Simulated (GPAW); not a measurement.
The system is SiC.

```
Si C
1.0
    -3.17419    0.10207   -0.31342
    -0.51435    0.12700   -4.87163
     0.17680   -5.34385    0.13404
Si C
4 4
Direct
  0.49730 0.00027 0.17117
  0.00261 0.00079 0.66549
  0.00025 0.50247 0.33325
  0.50005 0.50170 0.83156
  0.50403 0.61315 0.16655
  0.99770 0.61375 0.66780
  0.99492 0.11518 0.33283
  0.50314 0.11269 0.83134
```

The cell isn't the ideal one: cell sheared at random, sigma 0.06, atoms nudged by 0.01 Å.

Base run:

| Quantity | Value |
| --- | --- |
| Program | GPAW 26.7.0 |
| Functional | GLLB-SC |
| Potentials or basis | the program's PAW data sets (release 1.2.1) made for this functional |
| Cutoff | 550 eV |
| Basis | pw |
| k mesh | 7 × 5 × 4 |
| Occupations | fermi-dirac, width 0.001 eV |
| Spin | no spin polarisation |

Its results: band gap on the k mesh, kohn-sham part alone 1.63 eV.

**Question.** The run is repeated on the same cell with these changes: functional from GLLB-SC to LDA. What comes out?

**Answer.** Band gap on the k mesh 0.97 eV.

Caveats: with so narrow a direct gap the onset needs a denser k mesh; the long-wavelength limit can be off by a per cent or two; an odd mesh through Γ misses points on the zone boundary, where band edges often lie; a model potential gives levels but no total energy (some runs); response on these states lacks terms of the Hamiltonian (some runs).
